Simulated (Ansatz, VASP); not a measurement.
**Ag in VASP and in Ansatz**

```xyz
4
Lattice="2.9239 0.0000 0.0000 -1.4620 2.5322 0.0000 0.0000 0.0000 28.3822" Properties=species:S:1:pos:R:3 pbc="T T T"
Ag   -1.4620    2.5322   15.1165
Ag    1.4620    0.8441   17.4800
Ag    0.0000    1.6881   19.8129
Ag   -1.4620    2.5322   22.1350
```

Alike in both runs: task single point; functional r2SCAN; dispersion rVV10; k mesh 15 × 15 × 1; occupations methfessel-paxton of order 1, width 0.1 eV; no spin polarisation.

|  | VASP | Ansatz |
| --- | --- | --- |
| version | VASP 6.6.1 | Ansatz 0.2.0 |
| potentials or method | VASP PAW PBE potentials, release 64 (Ag) | scalar-relativistic, plane waves, PAW |
| plane-wave cutoff (eV) | 520 | 500 |
| valence electrons in the cell | 44 | 76 |

```csv
,VASP,Ansatz,Ansatz less VASP
gap on the k mesh at the Fermi level (eV),none,none,-
rms of the force components (eV/Å),0.063,0.067,+0.0047
```

Atom by atom the forces differ by 0.009 eV/Å (rms over components). A gap of «none» marks a metal or a gap that the smearing closes. The two sets of potentials don't hold the same shells in valence. Ansatz warned: «xc_potential_rough_in_thin_density».

Caveats: the PAW data sets were made with another functional, which shifts forces and pressure a little (VASP).
